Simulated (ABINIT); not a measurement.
# GaAs (F-43m) in ABINIT: notebook

Aim: see how the results for GaAs move with the level of theory and the settings. Levels: PBEsol, revPBE+D3(BJ), LDA. Tasks: equation of state, band structure.

All numbers are computed with ABINIT 10.8.3 (patched build); they aren't measurements. Logs are shortened: lines on timing, memory, paths and dates and some standing lists are left out, and cuts for length are marked. The log counts tension as positive stress, the text compression.

**Experimental background.**

“Evidence of valence band perturbations in GaAsN/GaAs(001): A combined variable-angle spectroscopic ellipsometry and modulated photoreflectance investigation”, 2008, arxiv:0805.2212 reports, for a bulk crystal of GaAs at 300 K: band gap 1.418 ± 0.005 eV (direct).

The runs below are set against these values where they give the same quantity.

## Step 1: The crystal as given

The structure is cubic, space group F-43m (No. 216). The conventional cell has a = 5.654 Å, b = 5.654 Å, c = 5.654 Å, α = 90.00°, β = 90.00°, γ = 90.00°. As (site symmetry -43m) has 4 Ga at 2.45 Å as nearest neighbours. Ga (site symmetry -43m) has 4 As at 2.45 Å as nearest neighbours.

## Step 2: Equation of state, PBEsol

run.abi reads:

```
# Datasets: one volume each
ndtset 7
getwfk -1
scalecart1 3*0.9795861087
scalecart2 3*0.9864848297
scalecart3 3*0.9932883884
scalecart4 3*1.0000000000
scalecart5 3*1.0066227096
scalecart6 3*1.0131594038
scalecart7 3*1.0196128224

# Pseudopotentials
pp_dirpath "./"
pseudos "As.GGA_PBE-JTH.xml, Ga.GGA_PBE-JTH.xml"

# Structure
acell 7.55468967 7.55468967 7.55468967
rprim
     0.0000000000     0.7071067812     0.7071067812
     0.7071067812     0.0000000000     0.7071067812
     0.7071067812     0.7071067812     0.0000000000
ntypat 2
znucl 33 31
natom 2
typat 1 2
xred
     0.7500000000     0.7500000000     0.7500000000
     0.0000000000     0.0000000000     0.0000000000

# Plane-wave basis
ecut 12.0
pawecutdg 24.0

# k points
kptopt 1
ngkpt 8 8 8
nshiftk 1
shiftk 0.0 0.0 0.0

# Exchange and correlation
ixc -116133

# Bands and occupations
nband 18
occopt 3
tsmear 0.05 eV

# SCF cycle
nstep 100
tolvrs 1.0e-9

# Output
iomode 3
prtwf 1
prtden 0
prteig 0
prtebands 0
```

Potentials or basis: JTH PAW PBE v2.0.

Run with:

```bash
> abinit run.abi > log 2>&1
```

run.abo:

```text
.Version 10.8.3 of ABINIT
 DATASET    1 : space group F-4 3 m (#216); Bravais cF (face-center cubic)
================================================================================
 Values of the parameters that define the memory need for DATASET  1.
     intxc =       0    ionmov =       0      iscf =      17    lmnmax =      18
     lnmax =       6     mgfft =      24  mpssoang =       3    mqgrid =    3001
     natom =       2  nloc_mem =       2    nspden =       1   nspinor =       1
    nsppol =       1      nsym =      24    n1xccc =       1    ntypat =       2
    occopt =       3   xclevel =       2
       mpw =         579          nfft =       13824          nkpt =          29
 PAW method is used; the additional fine FFT grid is defined by:
   mgfftf=        36    nfftf =     46656
================================================================================
================================================================================
[... 71 lines left out ...]
 DATASET    7 : space group F-4 3 m (#216); Bravais cF (face-center cubic)
================================================================================
 Values of the parameters that define the memory need for DATASET  7.
     intxc =       0    ionmov =       0      iscf =      17    lmnmax =      18
     lnmax =       6     mgfft =      27  mpssoang =       3    mqgrid =    3001
     natom =       2  nloc_mem =       2    nspden =       1   nspinor =       1
    nsppol =       1      nsym =      24    n1xccc =       1    ntypat =       2
    occopt =       3   xclevel =       2
       mpw =         660          nfft =       19683          nkpt =          29
 PAW method is used; the additional fine FFT grid is defined by:
   mgfftf=        36    nfftf =     46656
================================================================================
================================================================================

--------------------------------------------------------------------------------
------------- Echo of variables that govern the present computation ------------
--------------------------------------------------------------------------------
 -outvars: echo values of preprocessed input variables --------
            acell      7.5546896700E+00  7.5546896700E+00  7.5546896700E+00 Bohr
              amu      7.49215900E+01  6.97230000E+01
             ecut      1.20000000E+01 Hartree
           getwfk          -1
              ixc     -116133
           jdtset        1    2    3    4    5    6    7
         kptrlatt        8    0    0      0    8    0      0    0    8
          kptrlen1     5.92037525E+01
          kptrlen2     5.96206940E+01
          kptrlen3     6.00318842E+01
          kptrlen4     6.04375174E+01
          kptrlen5     6.08377775E+01
          kptrlen6     6.12328391E+01
          kptrlen7     6.16228677E+01
            natom           2
            nband          18
           ndtset           7
            ngfft1         24      24      24
            ngfft2         24      24      24
            ngfft3         24      24      24
            ngfft4         24      24      24
            ngfft5         24      24      24
            ngfft6         24      24      24
            ngfft7         27      27      27
          ngfftdg          36      36      36
             nkpt          29
            nstep         100
             nsym          24
           ntypat           2
           occopt           3
        pawecutdg      2.40000000E+01 Hartree
         pawxcdev           0
           prtden           0
        prtebands           0
           prteig           0
            rprim1     0.0000000000E+00  6.9267198023E-01  6.9267198023E-01
                       6.9267198023E-01  0.0000000000E+00  6.9267198023E-01
                       6.9267198023E-01  6.9267198023E-01  0.0000000000E+00
            rprim2     0.0000000000E+00  6.9755011263E-01  6.9755011263E-01
                       6.9755011263E-01  0.0000000000E+00  6.9755011263E-01
                       6.9755011263E-01  6.9755011263E-01  0.0000000000E+00
            rprim3     0.0000000000E+00  7.0236095512E-01  7.0236095512E-01
                       7.0236095512E-01  0.0000000000E+00  7.0236095512E-01
                       7.0236095512E-01  7.0236095512E-01  0.0000000000E+00
            rprim4     0.0000000000E+00  7.0710678120E-01  7.0710678120E-01
                       7.0710678120E-01  0.0000000000E+00  7.0710678120E-01
                       7.0710678120E-01  7.0710678120E-01  0.0000000000E+00
            rprim5     0.0000000000E+00  7.1178974407E-01  7.1178974407E-01
                       7.1178974407E-01  0.0000000000E+00  7.1178974407E-01
                       7.1178974407E-01  7.1178974407E-01  0.0000000000E+00
            rprim6     0.0000000000E+00  7.1641188486E-01  7.1641188486E-01
                       7.1641188486E-01  0.0000000000E+00  7.1641188486E-01
[... 25 lines left out ...]
            xcart2     7.9046619453E+00  7.9046619453E+00  7.9046619453E+00
                       0.0000000000E+00  0.0000000000E+00  0.0000000000E+00
            xcart3     7.9591785784E+00  7.9591785784E+00  7.9591785784E+00
                       0.0000000000E+00  0.0000000000E+00  0.0000000000E+00
            xcart4     8.0129584433E+00  8.0129584433E+00  8.0129584433E+00
                       0.0000000000E+00  0.0000000000E+00  0.0000000000E+00
            xcart5     8.0660259401E+00  8.0660259401E+00  8.0660259401E+00
                       0.0000000000E+00  0.0000000000E+00  0.0000000000E+00
            xcart6     8.1184041991E+00  8.1184041991E+00  8.1184041991E+00
                       0.0000000000E+00  0.0000000000E+00  0.0000000000E+00
            xcart7     8.1701151741E+00  8.1701151741E+00  8.1701151741E+00
                       0.0000000000E+00  0.0000000000E+00  0.0000000000E+00
             xred      7.5000000000E-01  7.5000000000E-01  7.5000000000E-01
                       0.0000000000E+00  0.0000000000E+00  0.0000000000E+00
            znucl       33.00000   31.00000

================================================================================

 chkinp: Checking input parameters for consistency, jdtset=   1.

 chkinp: Checking input parameters for consistency, jdtset=   2.
[... 36 lines left out ...]
 getcut: wavevector=  0.0000  0.0000  0.0000  ngfft=  36  36  36
         ecut(hartree)=     24.000   => boxcut(ratio)=   2.20583

 getcut : COMMENT -
  Note that boxcut > 2.2 ; recall that boxcut=Gcut(box)/Gcut(sphere) = 2
  is sufficient for exact treatment of convolution.
  Such a large boxcut is a waste : you could raise ecut
  e.g. ecut=   29.194179 Hartrees makes boxcut=2

--- Pseudopotential description ------------------------------------------------
- pspini: atom type   1  psp file is ./As.GGA_PBE-JTH.xml
 Pseudopotential format is: paw10
 basis_size (lnmax)=  6 (lmn_size= 18), orbitals=   0   0   1   1   2   2
 Spheres core radius: rc_sph= 2.10391912
 Shapefunction is BESSEL type: shapef(r,l)=aa(1,l)*jl(q(1,l)*r)+aa(2,l)*jl(q(2,l)*r)
 Radius for shape functions =  1.70360438
 Compensation charge density is not taken into account in XC energy/potential

- pspini: atom type   2  psp file is ./Ga.GGA_PBE-JTH.xml
 Pseudopotential format is: paw10
 basis_size (lnmax)=  6 (lmn_size= 18), orbitals=   0   0   1   1   2   2
 Spheres core radius: rc_sph= 2.10359248
 Shapefunction is BESSEL type: shapef(r,l)=aa(1,l)*jl(q(1,l)*r)+aa(2,l)*jl(q(2,l)*r)
 Radius for shape functions =  1.80829011
 Compensation charge density is not taken into account in XC energy/potential

   1.31748582E+03                                ecore*ucvol(ha*bohr**3)
--------------------------------------------------------------------------------

================================================================================

--- !BeginCycle
iteration_state: {dtset: 1, }
solver: {iscf: 17, nstep: 100, nline: 4, wfoptalg: 10, }
tolerances: {tolvrs: 1.00E-09, }
...
[... 1224 lines left out ...]
-Cartesian components of stress tensor (GPa)         [Pressure= -4.7127E+00 GPa]
- sigma(1 1)=  4.71272845E+00  sigma(3 2)=  0.00000000E+00
- sigma(2 2)=  4.71272845E+00  sigma(3 1)=  0.00000000E+00
- sigma(3 3)=  4.71272845E+00  sigma(2 1)=  0.00000000E+00

== END DATASET(S) ==============================================================
================================================================================

 -outvars: echo values of variables after computation  --------
            acell      7.5546896700E+00  7.5546896700E+00  7.5546896700E+00 Bohr
           etotal1    -1.9292406249E+02
           etotal2    -1.9292495867E+02
           etotal3    -1.9292549910E+02
           etotal4    -1.9292571727E+02
           etotal5    -1.9292565851E+02
           etotal6    -1.9292528478E+02
           etotal7    -1.9292470564E+02
            fcart1    -1.9295949508E-29  2.5727932677E-29  6.4319831693E-30
                       1.9295949508E-29 -2.5727932677E-29 -6.4319831693E-30
            fcart2     6.3870027945E-30 -1.7727493902E-46 -6.3870027945E-30
                      -6.3870027945E-30  1.7727493902E-46  6.3870027945E-30
            fcart3    -3.4887901547E-29 -9.5148822400E-30  5.3917666027E-29
                       3.4887901547E-29  9.5148822400E-30 -5.3917666027E-29
            fcart4     1.7326873751E-29 -1.5751703410E-30 -1.4176533069E-29
                      -1.7326873751E-29  1.5751703410E-30  1.4176533069E-29
            fcart5    -0.0000000000E+00 -0.0000000000E+00 -0.0000000000E+00
                      -0.0000000000E+00 -0.0000000000E+00 -0.0000000000E+00
[... 38 lines left out ...]
                       0.0000000000E+00  0.0000000000E+00  0.0000000000E+00
           xangst1     4.1537144843E+00  4.1537144843E+00  4.1537144843E+00
                       0.0000000000E+00  0.0000000000E+00  0.0000000000E+00
           xangst2     4.1829669585E+00  4.1829669585E+00  4.1829669585E+00
                       0.0000000000E+00  0.0000000000E+00  0.0000000000E+00
           xangst3     4.2118159184E+00  4.2118159184E+00  4.2118159184E+00
                       0.0000000000E+00  0.0000000000E+00  0.0000000000E+00
           xangst4     4.2402749972E+00  4.2402749972E+00  4.2402749972E+00
                       0.0000000000E+00  0.0000000000E+00  0.0000000000E+00
           xangst5     4.2683571071E+00  4.2683571071E+00  4.2683571071E+00
                       0.0000000000E+00  0.0000000000E+00  0.0000000000E+00
           xangst6     4.2960744881E+00  4.2960744881E+00  4.2960744881E+00
                       0.0000000000E+00  0.0000000000E+00  0.0000000000E+00
           xangst7     4.3234387577E+00  4.3234387577E+00  4.3234387577E+00
                       0.0000000000E+00  0.0000000000E+00  0.0000000000E+00
             xred      7.5000000000E-01  7.5000000000E-01  7.5000000000E-01
                       0.0000000000E+00  0.0000000000E+00  0.0000000000E+00
 Calculation completed.
```

Run time: 69 s. Hardware: 1 thread of Arm Neoverse V2, shared host; peak memory 0.12 GiB.

Results:

```
Equilibrium volume                      : 22.69 Å³/atom
Bulk modulus                            : 70 GPa
Pressure derivative of the bulk modulus : 3.4 (rough: it moves with the points fitted)
```

Energy against volume, from the lowest point:
```
volume (Å³/atom)  energy (meV/atom)
          21.234              22.51
          21.686              10.32
          22.138               2.97
          22.590               0.00
          23.041               0.80
          23.493               5.88
          23.945              13.76
```

Caveat: the cutoff is too short for stress, so the log's stress isn't used; pressures at fixed basis lie under the slope of the energies; the PAW data sets were made with another functional, which shifts forces and pressure a little. Zero-point motion and thermal expansion aren't in these numbers.

## Step 3: Equation of state, revPBE+D3(BJ)

run.abi: that of step 2 with these lines changed.

```diff
@@ -16,7 +16,7 @@
 # Structure
-acell 7.55468967 7.55468967 7.55468967
+acell 3*1.0 Angstrom
 rprim
-     0.0000000000     0.7071067812     0.7071067812
-     0.7071067812     0.0000000000     0.7071067812
-     0.7071067812     0.7071067812     0.0000000000
+     0.0000000000     2.8268500000     2.8268500000
+     2.8268500000     0.0000000000     2.8268500000
+     2.8268500000     2.8268500000     0.0000000000
 ntypat 2
@@ -30,4 +30,4 @@
 # Plane-wave basis
-ecut 12.0
-pawecutdg 24.0
+ecut 17.0
+pawecutdg 34.0
 
@@ -40,3 +40,4 @@
 # Exchange and correlation
-ixc -116133
+ixc 14
+vdw_xc 7
 
@@ -45,3 +46,3 @@
 occopt 3
-tsmear 0.05 eV
+tsmear 0.00183747
```

Potentials or basis: JTH PAW PBE v2.0.

Run with:

```bash
> abinit run.abi > log 2>&1
```

Run time: 92 s. Hardware: 1 thread of Arm Neoverse V2, shared host; peak memory 0.14 GiB.

The run converged. Its results:

```
Equilibrium volume                      : 22.57 Å³/atom
Bulk modulus                            : 70 GPa
Pressure derivative of the bulk modulus : 4.8
```

Energy against volume, from the lowest point:
```tsv
volume (Å³/atom)	energy (meV/atom)
21.234	19.49
21.686	8.20
22.138	1.88
22.590	0.00
23.041	2.08
23.493	7.58
23.945	16.28
```

Caveat: pressures at fixed basis lie under the slope of the energies; the PAW data sets were made with another functional, which shifts forces and pressure a little.

## Step 4: Equation of state, LDA

run.abi reads:

```
ndtset 7
getwfk -1
scalecart1 3*0.9795861087
scalecart2 3*0.9864848297
scalecart3 3*0.9932883884
scalecart4 3*1.0000000000
scalecart5 3*1.0066227096
scalecart6 3*1.0131594038
scalecart7 3*1.0196128224

pp_dirpath "./"
pseudos "As.LDA_PW-JTH.xml, Ga.LDA_PW-JTH.xml"

acell 3*1.0
rprim
     0.0000000000     5.3419722954     5.3419722954
     5.3419722954     0.0000000000     5.3419722954
     5.3419722954     5.3419722954     0.0000000000
ntypat 2
znucl 33 31
natom 2
typat 1 2
xred
     0.7500000000     0.7500000000     0.7500000000
     0.0000000000     0.0000000000     0.0000000000

ecut 12.0
pawecutdg 24.0

kptopt 1
ngkpt 8 8 8
nshiftk 1
shiftk 0.0 0.0 0.0

ixc 7

nband 18
occopt 3
tsmear 0.05 eV

nstep 100
tolvrs 1.0e-9

iomode 3
prtwf 1
prtden 0
prteig 0
prtebands 0
enunit 2
```

Potentials or basis: JTH PAW LDA v2.0.

Run with:

```bash
> abinit run.abi > log 2>&1
```

Run time: 46 s. Hardware: 1 thread of Arm Neoverse V2, shared host; peak memory 0.11 GiB.

Results (log left out):

- Equilibrium volume: 21.99 Å³/atom
- Bulk modulus: 72 GPa
- Pressure derivative of the bulk modulus: 3.6 (rough: it moves with the points fitted)

Energy against volume, from the lowest point:
| volume (Å³/atom) | energy (meV/atom) |
| --- | --- |
| 21.234 | 5.94 |
| 21.686 | 0.71 |
| 22.138 | 0.00 |
| 22.590 | 3.35 |
| 23.041 | 10.15 |
| 23.493 | 20.88 |
| 23.945 | 34.14 |

Caveat: the cutoff is too short for stress, so the log's stress isn't used; pressures at fixed basis lie under the slope of the energies. LDA usually gives volumes a few per cent too small.

## Step 5: Band structure, PBEsol

run.abi reads:

```
# Datasets: ground state, then fixed potential
ndtset 2

# Pseudopotentials
pp_dirpath "./"
pseudos "As.GGA_PBE-JTH_sp.xml, Ga.GGA_PBE-JTH.xml"

# Structure
acell 7.55468967 7.55468967 7.55468967
rprim
     0.0000000000     0.7071067812     0.7071067812
     0.7071067812     0.0000000000     0.7071067812
     0.7071067812     0.7071067812     0.0000000000
ntypat 2
znucl 33 31
natom 2
typat 1 2
xcart
     4.2402750000     4.2402750000     4.2402750000
     0.0000000000     0.0000000000     0.0000000000 Angstrom

# Plane-wave basis
ecut 17.0
pawecutdg 34.0

# Exchange and correlation
ixc -116133

# Bands and occupations
occopt 3
tsmear 0.00183747

# SCF cycle
nstep 100

# Output
iomode 3
prtwf 0
prteig 0
prtebands 0
enunit 1
prtden1 1

# Dataset 1
kptopt1 1
ngkpt1 8 8 8
nshiftk1 1
shiftk1 0.0 0.0 0.0
nband1 13
tolvrs1 1.0e-9

# Dataset 2: bands along G-X-W-K-G-L-U-W-L-K
iscf2 -2
getden2 1
nband2 17
nbdbuf2 2
tolwfr2 1.0e-12
kptopt2 -9
ndivsm2 8
prteig2 1
kptbounds2
     0.0000000000     0.0000000000     0.0000000000
     0.5000000000     0.0000000000     0.5000000000
     0.5000000000     0.2500000000     0.7500000000
     0.3750000000     0.3750000000     0.7500000000
     0.0000000000     0.0000000000     0.0000000000
     0.5000000000     0.5000000000     0.5000000000
     0.6250000000     0.2500000000     0.6250000000
     0.5000000000     0.2500000000     0.7500000000
     0.5000000000     0.5000000000     0.5000000000
     0.3750000000     0.3750000000     0.7500000000
```

Potentials or basis: JTH PAW PBE v2.0 sp.

Run with:

```bash
> abinit run.abi > log 2>&1
```

It took 43 s on 1 thread of Arm Neoverse V2, shared host; peak memory 0.13 GiB.

The run converged. Its results:

```
Free energy                                           : -2327.0526 eV
Pressure                                              : 0.3 GPa
Band gap on the k mesh                                : 0.46 eV, direct
Band gap along the path                               : 0.46 eV, direct
Valence electrons inside the program's atomic spheres : As 2.76; Ga 11.08
```

Levels at the corners of the path, in eV from the valence-band top:
```
point  band 5  band 6  band 7  band 8  band 9  band 10  band 11  band 12  band 13  band 14
    Γ  -14.68  -12.75    0.00    0.00    0.00     0.46     3.72     3.72     3.72     7.47
    X  -14.66  -10.23   -6.85   -2.69   -2.69     1.35     1.57    10.19    10.19    10.90
    W  -14.67  -10.17   -6.66   -3.57   -3.38     4.61     4.64     5.38     5.99    11.04
    K  -14.67  -10.27   -6.66   -3.90   -2.27     1.87     4.59     7.93     8.08     8.62
    Γ  -14.68  -12.75    0.00    0.00    0.00     0.46     3.72     3.72     3.72     7.47
    L  -14.67  -10.98   -6.68   -1.15   -1.15     0.93     4.61     4.61     7.63    10.32
    U  -14.67  -10.27   -6.66   -3.90   -2.27     1.87     4.59     7.93     8.08     8.62
    W  -14.67  -10.17   -6.66   -3.57   -3.38     4.61     4.64     5.38     5.99    11.04
    L  -14.67  -10.98   -6.68   -1.15   -1.15     0.93     4.61     4.61     7.63    10.32
    K  -14.67  -10.27   -6.66   -3.90   -2.27     1.87     4.59     7.93     8.08     8.62
```

Caveat: the PAW data sets were made with another functional, which shifts forces and pressure a little; this set keeps more shells in the core, which shifts pressures and gaps.

## Step 6: The runs side by side

```tsv
task	level	potentials or basis	cutoff (eV)	fine-grid cutoff	V0 of scaled cells (Å³/atom)	B0 (GPa)
equation of state	PBEsol	JTH PAW PBE v2.0	327	653.073 eV	22.69	70
equation of state	revPBE+D3(BJ)	JTH PAW PBE v2.0	463	925.187 eV	22.57	70
equation of state	LDA	JTH PAW LDA v2.0	327	653.073 eV	21.99	72
band structure	PBEsol	JTH PAW PBE v2.0 sp	463	925.187 eV	-	-
```

Alike in all rows: no spin polarisation; cell as given; k mesh 8 × 8 × 8; smearing fermi-dirac 0.05 eV.

Caveats: pressures at fixed basis lie under the slope of the energies (some runs); the PAW data sets were made with another functional, which shifts forces and pressure a little (some runs); this set keeps more shells in the core, which shifts pressures and gaps (some runs).

Total energies depend on the potentials used, so only differences within one code and one set of settings carry meaning.

## Step 7: How close it comes

Step 5. Measured gap of GaAs: 1.418 eV (direct; 300 K; “Evidence of valence band perturbations in GaAsN/GaAs(001): A combined variable-angle spectroscopic ellipsometry and modulated photoreflectance investigation”, 2008, arxiv:0805.2212). This calculation gives 0.46 eV (-0.96 eV). 3 values of this kind are on record (1.412 to 1.51 eV); this one was drawn at random among those near their median, those with a stated uncertainty first. Spin-orbit coupling on As, Ga is left out. The value is that of PBEsol, without temperature or zero-point motion. Semilocal functionals fall short of measured gaps as a rule.
